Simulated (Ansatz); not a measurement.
We consider skutterudite CoSb3, described by r²SCAN0 (plane waves, PAW; Ansatz, a first-principles code).

Numerical settings: plane-wave cutoff 520 eV, 4×4×4 k mesh, Fermi–Dirac smearing 0.01 eV, no spin polarisation, scalar-relativistic PAW data made under PBE.

Cell (measured lattice):

```
CELL_PARAMETERS angstrom
     -4.51854     4.51854     4.51854
      4.51854    -4.51854     4.51854
      4.51854     4.51854    -4.51854
ATOMIC_POSITIONS crystal
  Co 0.00000 0.00000 0.50000
  Co 0.50000 0.50000 0.50000
  Co 0.50000 0.00000 0.00000
  Co 0.00000 0.50000 0.00000
  Sb 0.84024 0.66676 0.50700
  Sb 0.50700 0.84024 0.66676
  Sb 0.17348 0.84024 0.33324
  Sb 0.49300 0.15976 0.33324
  Sb 0.82652 0.15976 0.66676
  Sb 0.66676 0.50700 0.84024
  Sb 0.66676 0.82652 0.15976
  Sb 0.15976 0.66676 0.82652
  Sb 0.33324 0.49300 0.15976
  Sb 0.33324 0.17348 0.84024
  Sb 0.15976 0.33324 0.49300
  Sb 0.84024 0.33324 0.17348
```

**Question.** Estimate the band gap and smallest direct gap on the k points sampled that the calculation returns.

**Answer.** 
- band gap: 1.48 eV (on the SCF k mesh)
- smallest direct gap on the k points sampled: 1.62 eV

Measured, for comparison: band gap 0.63 eV (temperature not stated, not corrected to a static lattice; as tabulated in Kim et al. (2020), doi:10.1038/s41597-020-00723-8).

Note: cell and atoms aren't relaxed at this level (largest force component 0.35 eV/Å, pressure -1.8 GPa).

Spin–orbit coupling is not included; with these elements it can move the gap by several tenths of an eV or more.

Computed values are for the static lattice.
